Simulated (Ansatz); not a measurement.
HfO2:

```xyz
12
Lattice="5.0803 0.0000 0.0000 0.0000 5.1649 0.0000 0.0000 0.0000 4.8909" Properties=species:S:1:pos:R:3 pbc="T T T"
Hf    1.1308    4.0379    1.3307
Hf    3.6710    3.7094    3.5602
Hf    3.9495    1.1270    1.3307
Hf    1.4093    1.4555    3.5602
O     0.9491    0.8452    0.5113
O     3.4892    1.7372    4.3796
O     4.1312    4.3196    0.5113
O     1.5911    3.4277    4.3796
O     0.0000    2.5824    2.3919
O     2.5402    0.0000    2.4990
O     0.0000    0.0000    2.8153
O     2.5402    2.5824    2.0756
```

The cell comes from a database or a generator and needn't be the stable form of this composition.

Base run:

| Item | Value |
| --- | --- |
| Program | Ansatz 0.2.0 |
| Functional | PBE |
| Potentials or basis | Ansatz PAW |
| Cutoff | 420 eV (not typed: the program's choice for these potentials) |
| k mesh | 9 × 9 × 10 |
| Occupations | fermi-dirac, width 0.05 eV |
| Spin | no spin polarisation |

Its results: band gap on the k mesh 3.86 eV, direct; pressure 9.9 GPa; largest force 0.184 eV/Å.

**Question.** The run is repeated on the same cell with these changes: cutoff from 420 eV (not typed: the program's choice for these potentials) to 250 eV; k mesh from 9 × 9 × 10 to 5 × 5 × 6. What comes out?

**Answer.** Band gap on the k mesh 3.88 eV, direct; pressure 9.2 GPa; largest force 0.431 eV/Å.

Caveats: odd divisions of the mesh miss points on the zone boundary, where band edges often lie, so the gap on the mesh can be too wide; spin-orbit coupling is left out, which moves the levels of the heavy elements; the pressure holds a Pulay correction of +110.6 GPa for the finite cutoff (some runs); the cutoff lies under the one recommended for these potentials (some runs).

A k mesh can miss the band edges.
